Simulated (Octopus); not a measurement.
## Si under changes of volume

One of the cells (20.165 Å³/atom); the others are scaled copies at fixed shape and fractional positions:

```
Si
1.0
     0.00000    2.72185    2.72185
     2.72185    0.00000    2.72185
     2.72185    2.72185    0.00000
Si
2
Direct
  0.50000 0.50000 0.50000
  0.75000 0.75000 0.75000
```

| Property | Result |
| --- | --- |
| Program | Octopus 16.4 |
| Functional | PBE |
| Potentials or basis | pseudodojo_pbe (PseudoDojo 0.5, PBE) |
| Grid spacing | 0.203 Å |
| k mesh | 8 × 8 × 8 |
| Occupations | fermi-dirac, width 0.05 eV |
| Spin | no spin polarisation |

```csv
volume (Å³/atom),energy over the lowest point (meV/atom),gap on the mesh (eV)
18.955,35.77,0.52
19.358,18.49,0.56
19.761,?,?
20.165,1.63,0.63
20.568,0.00,0.66
20.971,2.86,0.69
21.375,9.79,0.71
```

What does the run at 19.761 Å³/atom give?

Energy over the lowest point 6.85 meV/atom; gap on the mesh 0.59 eV.

Worked out: A Birch-Murnaghan fit of order 3 (a polynomial in V^(-2/3)) to the other rows has its minimum at 20.49 Å³/atom with B0 = V·E''(V) = 87 GPa and B' = 4.4. It gives 7.42 meV/atom at 19.761 Å³/atom, against the run's 6.85. A straight line through the other rows of the gap, of slope 1.6 eV per unit of ln V, gives 0.59 eV, against the run's 0.59.

Energies are extrapolated to zero smearing.

A mesh can miss the band edges.
